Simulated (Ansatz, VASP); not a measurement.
TiO2 in VASP and in Ansatz

```
Ti O
1.0
     4.59984    0.00000    0.00000
     0.00000    4.59984    0.00000
     0.00000    0.00000    2.95921
Ti O
2 4
Direct
  0.00000 0.00000 0.50000
  0.50000 0.50000 0.00000
  0.30432 0.30432 0.50000
  0.19568 0.80432 0.00000
  0.80432 0.19568 0.00000
  0.69568 0.69568 0.50000
```

The cell is a database's computed one.

Alike in both runs: task relaxation of cell and atoms; functional RPBE; k mesh 6 × 6 × 9; occupations fermi-dirac, width 0.05 eV; no spin polarisation.

|  | VASP | Ansatz |
| --- | --- | --- |
| version | VASP 6.6.1 | Ansatz 0.2.0 |
| potentials or method | VASP PAW PBE potentials, release 64 (Ti_sv, O) | Ansatz PAW |
| plane-wave cutoff (eV) | 600 | 420 |
| valence electrons in the cell | 48 | 48 |

VASP gave:

```
gap on the k mesh at the Fermi level, each at its own relaxed structure (eV) : 1.84
relaxed volume (Å³/atom)                                                     : 10.93
relaxed cell length with the largest relative difference (Å)                 : 2.983
energy change over the relaxation (meV/atom)                                 : -14
```

Question: Estimate Ansatz's values.

Answer: gap on the k mesh at the Fermi level, each at its own relaxed structure (eV): 1.87; relaxed volume (Å³/atom): 10.91; relaxed cell length with the largest relative difference (Å): 2.980; energy change over the relaxation (meV/atom): -13.

Caveats: the PAW data sets were made with another functional, which shifts forces and pressure a little (VASP); an odd mesh through Γ misses points on the zone boundary, where band edges often lie (VASP); odd divisions of the mesh miss points on the zone boundary, where band edges often lie, so the gap on the mesh can be too wide (Ansatz); the plane-wave basis is chosen anew once the cell has moved, so the energies of steps on either side of that aren't comparable (Ansatz); the pressure holds a Pulay correction of +0.6 GPa for the finite cutoff (Ansatz); the PAW data sets come from PBE, with cores solved anew for the run's functional, which leaves a small shift of forces and pressure (Ansatz). Expect the measured gap to be larger: semilocal functionals such as RPBE lack the derivative discontinuity.
